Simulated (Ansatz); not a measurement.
# CdTe: equation of state with HF

The system is CdTe.

```
Te Cd
1.0
     0.00000    3.20500    3.20500
     3.20500    0.00000    3.20500
     3.20500    3.20500    0.00000
Te Cd
1 1
Direct
  0.75000 0.75000 0.75000
  0.00000 0.00000 0.00000
```

```json
{
  "Program": "Ansatz 0.2.0",
  "Task": "equation of state",
  "Functional": "HF",
  "Potentials or basis": "Ansatz PAW",
  "Cutoff": "420 eV",
  "Density cutoff": "1680 eV",
  "k mesh": "4 × 4 × 4",
  "Occupations": "fermi-dirac, width 0.05 eV",
  "Spin": "no spin polarisation"
}
```

```
Equilibrium volume : outside the volumes run
```

Energy against volume, from the lowest point:
| volume (Å³/atom) | energy (meV/atom) |
| --- | --- |
| 30.947 | 207.28 |
| 31.605 | 157.44 |
| 32.263 | 114.29 |
| 32.922 | 77.79 |
| 33.580 | 46.68 |
| 34.239 | 21.08 |
| 34.897 | 0.00 |

All runs of the series together: 120 s on 2 threads of Arm Neoverse V1 (shared host).

Caveat: the k mesh is coarse (spacing up to 0.42 Å⁻¹), so the values aren't converged, least of all with exact exchange; the potentials were made for another functional, which shifts forces and pressure. The run has no spin-orbit coupling, so splittings on Te are missing.
